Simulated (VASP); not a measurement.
# TlCl (Pm-3m) in VASP: settings compared, part 2 of 2

VASP 6.6.1. Earlier steps stand in the parts before.

## Step 6: Equation of state, PBE, 29.31 Å³/atom (volume scaled by 1.04)

The input, INCAR:

```
SYSTEM = TlCl
PREC = Accurate
ENCUT = 520
EDIFF = 1E-7
ISMEAR = -1
SIGMA = 0.05
LREAL = .False.
LASPH = .True.
NELM = 60
ALGO = Normal
ISIF = 2
LWAVE = .False.
LCHARG = .False.
GGA = PE
NBANDS = 17
```

The input, KPOINTS:

```
regular mesh
0
Gamma
  7 7 7
  0 0 0
```

The input, POSCAR:

```
TlCl
1.0
    3.8844531542      0.0000000000      0.0000000000
    0.0000000000      3.8844531542      0.0000000000
    0.0000000000      0.0000000000      3.8844531542
Tl Cl
1 1
Direct
    0.0000000000      0.0000000000      0.0000000000
    0.5000000000      0.5000000000      0.5000000000
```

Potentials or basis: VASP PAW PBE potentials, release 64 (Tl_d, Cl).

On the command line:

```console
cat potpaw_PBE.64/Tl_d/POTCAR potpaw_PBE.64/Cl/POTCAR > POTCAR
mpirun -np 1 vasp_std > vasp.out
```

Wall time 10 s (1 thread of AMD EPYC 9R45 (Zen 5), shared host); peak memory 0.14 GiB.

The run converged. Its results:

```yaml
Free_energy: -6.0152 eV
Pressure: 0.2 GPa
Band_gap_on_the_k_mesh: 2.59 eV, direct
```

Caveat: spin-orbit coupling is left out, which as a rule narrows the gap of such compounds by several tenths of an eV; an odd mesh through Γ misses points on the zone boundary, where band edges often lie.

## Step 7: Equation of state, PBE, 29.87 Å³/atom (volume scaled by 1.06)

The input, INCAR:

```
SYSTEM = TlCl
  ALGO = Normal
  EDIFF = 1E-7
  ENCUT = 520
  GGA = PE
  ISIF = 2
  ISMEAR = -1
  LASPH = .True.
  LCHARG = .False.
  LREAL = .False.
  LWAVE = .False.
  NBANDS = 17
  NELM = 100
  PREC = Accurate
  SIGMA = 0.05
```

The input, KPOINTS:

```
k-points
0
Gamma
  7 7 7
  0 0 0
```

The input, POSCAR:

```
TlCl
1.0
    3.9091955612      0.0000000000      0.0000000000
    0.0000000000      3.9091955612      0.0000000000
    0.0000000000      0.0000000000      3.9091955612
Tl Cl
1 1
Direct
    0.0000000000      0.0000000000      0.0000000000
    0.5000000000      0.5000000000      0.5000000000
```

On the command line:

```console
cat potpaw_PBE.64/Tl_d/POTCAR potpaw_PBE.64/Cl/POTCAR > POTCAR
mpirun -np 1 vasp_std > vasp.out
```

It took 10 s on 1 thread of AMD EPYC 9R45 (Zen 5), shared host; peak memory 0.14 GiB.

The run converged. Its results:

| Item | Value |
| --- | --- |
| Free energy | -6.0155 eV |
| Pressure | -0.2 GPa |
| Band gap on the k mesh | 2.62 eV, direct |

Caveat: spin-orbit coupling is left out, which as a rule narrows the gap of such compounds by several tenths of an eV; an odd mesh through Γ misses points on the zone boundary, where band edges often lie.

## Step 8: Equation of state, PBE

No new run: the results of the series are fitted here.

What came out:

* Equilibrium volume: 29.65 Å³/atom
* Bulk modulus: 22 GPa
* Pressure derivative of the bulk modulus: 5.1

Energy against volume, from the lowest point:
| volume (Å³/atom) | energy (meV/atom) |
| --- | --- |
| 26.488 | 29.16 |
| 27.052 | 18.83 |
| 27.615 | 11.04 |
| 28.179 | 5.48 |
| 28.743 | 1.95 |
| 29.306 | 0.18 |
| 29.870 | 0.00 |

Spin-orbit coupling is left out, which matters for the levels of Tl. Zero-point motion and thermal expansion aren't in these numbers.

## Step 9: Equation of state, PBEsol, 26.49 Å³/atom (volume scaled by 0.94)

The input, INCAR:

```
SYSTEM = TlCl
  PREC = Accurate
  ENCUT = 520
  EDIFF = 1E-7
  ISMEAR = -1
  SIGMA = 0.05
  LREAL = .False.
  LASPH = .True.
  NELM = 60
  ALGO = Normal
  ISIF = 2
  LWAVE = .False.
  LCHARG = .False.
  GGA = PS
  NBANDS = 17
```

The input, KPOINTS:

```
regular mesh
0
Gamma
  7 7 7
  0 0 0
```

The input, POSCAR:

```
TlCl
1.0
    3.7557331408      0.0000000000      0.0000000000
    0.0000000000      3.7557331408      0.0000000000
    0.0000000000      0.0000000000      3.7557331408
Tl Cl
1 1
Direct
    0.0000000000      0.0000000000      0.0000000000
    0.5000000000      0.5000000000      0.5000000000
```

Potentials or basis: VASP PAW PBE potentials, release 64 (Tl_d, Cl).

On the command line:

```console
cat potpaw_PBE.64/Tl_d/POTCAR potpaw_PBE.64/Cl/POTCAR > POTCAR
mpirun -np 1 vasp_std > vasp.out
```

It took 7.4 s on 1 thread of Intel Xeon Platinum 8559C (Emerald Rapids), shared host; peak memory 0.16 GiB.

Results (log left out):

```yaml
Free_energy: -6.4689 eV
Pressure: 0.3 GPa
Band_gap_on_the_k_mesh: 2.34 eV, direct
```

Caveat: the PAW data sets were made with another functional, which shifts forces and pressure a little; spin-orbit coupling is left out, which as a rule narrows the gap of such compounds by several tenths of an eV; an odd mesh through Γ misses points on the zone boundary, where band edges often lie.

## Step 10: Equation of state, PBEsol, 27.05 Å³/atom (volume scaled by 0.96)

INCAR is that of step 9.

KPOINTS is that of step 9.

The input, POSCAR:

```
TlCl
1.0
    3.7821828372      0.0000000000      0.0000000000
    0.0000000000      3.7821828372      0.0000000000
    0.0000000000      0.0000000000      3.7821828372
Tl Cl
1 1
Direct
    0.0000000000      0.0000000000      0.0000000000
    0.5000000000      0.5000000000      0.5000000000
```

On the command line:

```console
cat potpaw_PBE.64/Tl_d/POTCAR potpaw_PBE.64/Cl/POTCAR > POTCAR
mpirun -np 1 vasp_std > vasp.out
```

Run time: 7.5 s. Hardware: 1 thread of Intel Xeon Platinum 8559C (Emerald Rapids), shared host; peak memory 0.16 GiB.

Results (log left out):

* Free energy: -6.4690 eV
* Pressure: -0.4 GPa
* Band gap on the k mesh: 2.37 eV, direct

Caveat: the PAW data sets were made with another functional, which shifts forces and pressure a little; spin-orbit coupling is left out, which as a rule narrows the gap of such compounds by several tenths of an eV; an odd mesh through Γ misses points on the zone boundary, where band edges often lie.

## Step 11: Equation of state, PBEsol, 27.62 Å³/atom (volume scaled by 0.98)

INCAR is that of step 10.

KPOINTS is that of step 10.

The input, POSCAR:

```
TlCl
1.0
    3.8082676810      0.0000000000      0.0000000000
    0.0000000000      3.8082676810      0.0000000000
    0.0000000000      0.0000000000      3.8082676810
Tl Cl
1 1
Direct
    0.0000000000      0.0000000000      0.0000000000
    0.5000000000      0.5000000000      0.5000000000
```

On the command line:

```console
cat potpaw_PBE.64/Tl_d/POTCAR potpaw_PBE.64/Cl/POTCAR > POTCAR
mpirun -np 1 vasp_std > vasp.out
```

It took 7.1 s on 1 thread of Intel Xeon Platinum 8559C (Emerald Rapids), shared host; peak memory 0.16 GiB.

The run converged. Its results:

```
Free energy            : -6.4649 eV
Pressure               : -0.9 GPa
Band gap on the k mesh : 2.39 eV, direct
```

Caveat: the PAW data sets were made with another functional, which shifts forces and pressure a little; spin-orbit coupling is left out, which as a rule narrows the gap of such compounds by several tenths of an eV; an odd mesh through Γ misses points on the zone boundary, where band edges often lie.

## Step 12: Equation of state, PBEsol, 28.74 Å³/atom (volume scaled by 1.02)

INCAR is that of step 11.

KPOINTS is that of step 11.

The input, POSCAR:

```
TlCl
1.0
    3.8593914685      0.0000000000      0.0000000000
    0.0000000000      3.8593914685      0.0000000000
    0.0000000000      0.0000000000      3.8593914685
Tl Cl
1 1
Direct
    0.0000000000      0.0000000000      0.0000000000
    0.5000000000      0.5000000000      0.5000000000
```

Potentials or basis: VASP PAW PBE potentials, release 64 (Tl_d, Cl).

On the command line:

```console
cat potpaw_PBE.64/Tl_d/POTCAR potpaw_PBE.64/Cl/POTCAR > POTCAR
mpirun -np 1 vasp_std > vasp.out
```

Wall time 8.8 s (1 thread of Intel Xeon Platinum 8559C (Emerald Rapids), shared host); peak memory 0.17 GiB.

It converged, with:

```yaml
Free_energy: -6.4462 eV
Pressure: -1.8 GPa
Band_gap_on_the_k_mesh: 2.45 eV, direct
```

Caveat: the PAW data sets were made with another functional, which shifts forces and pressure a little; spin-orbit coupling is left out, which as a rule narrows the gap of such compounds by several tenths of an eV; an odd mesh through Γ misses points on the zone boundary, where band edges often lie.

## Step 13: Equation of state, PBEsol, 29.31 Å³/atom (volume scaled by 1.04)

INCAR is that of step 12.

KPOINTS is that of step 12.

The input, POSCAR:

```
TlCl
1.0
    3.8844531542      0.0000000000      0.0000000000
    0.0000000000      3.8844531542      0.0000000000
    0.0000000000      0.0000000000      3.8844531542
Tl Cl
1 1
Direct
    0.0000000000      0.0000000000      0.0000000000
    0.5000000000      0.5000000000      0.5000000000
```

On the command line:

```console
cat potpaw_PBE.64/Tl_d/POTCAR potpaw_PBE.64/Cl/POTCAR > POTCAR
mpirun -np 1 vasp_std > vasp.out
```

It took 9 s on 1 thread of Intel Xeon Platinum 8559C (Emerald Rapids), shared host; peak memory 0.17 GiB.

Results (log left out):

* Free energy: -6.4324 eV
* Pressure: -2.2 GPa
* Band gap on the k mesh: 2.47 eV, direct

Caveat: the PAW data sets were made with another functional, which shifts forces and pressure a little; spin-orbit coupling is left out, which as a rule narrows the gap of such compounds by several tenths of an eV; an odd mesh through Γ misses points on the zone boundary, where band edges often lie.

## Step 14: Equation of state, PBEsol, 29.87 Å³/atom (volume scaled by 1.06)

INCAR is that of step 13.

KPOINTS is that of step 13.

The input, POSCAR:

```
TlCl
1.0
    3.9091955612      0.0000000000      0.0000000000
    0.0000000000      3.9091955612      0.0000000000
    0.0000000000      0.0000000000      3.9091955612
Tl Cl
1 1
Direct
    0.0000000000      0.0000000000      0.0000000000
    0.5000000000      0.5000000000      0.5000000000
```

On the command line:

```console
cat potpaw_PBE.64/Tl_d/POTCAR potpaw_PBE.64/Cl/POTCAR > POTCAR
mpirun -np 1 vasp_std > vasp.out
```

Wall time 9 s (1 thread of Intel Xeon Platinum 8559C (Emerald Rapids), shared host); peak memory 0.17 GiB.

It converged, with:

```yaml
Free_energy: -6.4162 eV
Pressure: -2.5 GPa
Band_gap_on_the_k_mesh: 2.49 eV, direct
```

Caveat: the PAW data sets were made with another functional, which shifts forces and pressure a little; spin-orbit coupling is left out, which as a rule narrows the gap of such compounds by several tenths of an eV; an odd mesh through Γ misses points on the zone boundary, where band edges often lie.

## Step 15: Equation of state, PBEsol

Potentials or basis: VASP PAW PBE potentials, release 64 (Tl_d, Cl).

No new run: the results of the series are fitted here.

What came out:

- Equilibrium volume: 26.78 Å³/atom
- Bulk modulus: 30 GPa
- Pressure derivative of the bulk modulus: 5.2

Energy against volume, from the lowest point:
| volume (Å³/atom) | energy (meV/atom) |
| --- | --- |
| 26.488 | 0.05 |
| 27.052 | 0.00 |
| 27.615 | 2.05 |
| 28.179 | 5.90 |
| 28.743 | 11.40 |
| 29.306 | 18.28 |
| 29.870 | 26.39 |

Caveat: the PAW data sets were made with another functional, which shifts forces and pressure a little. The run has no spin-orbit coupling, so splittings on Tl are missing.
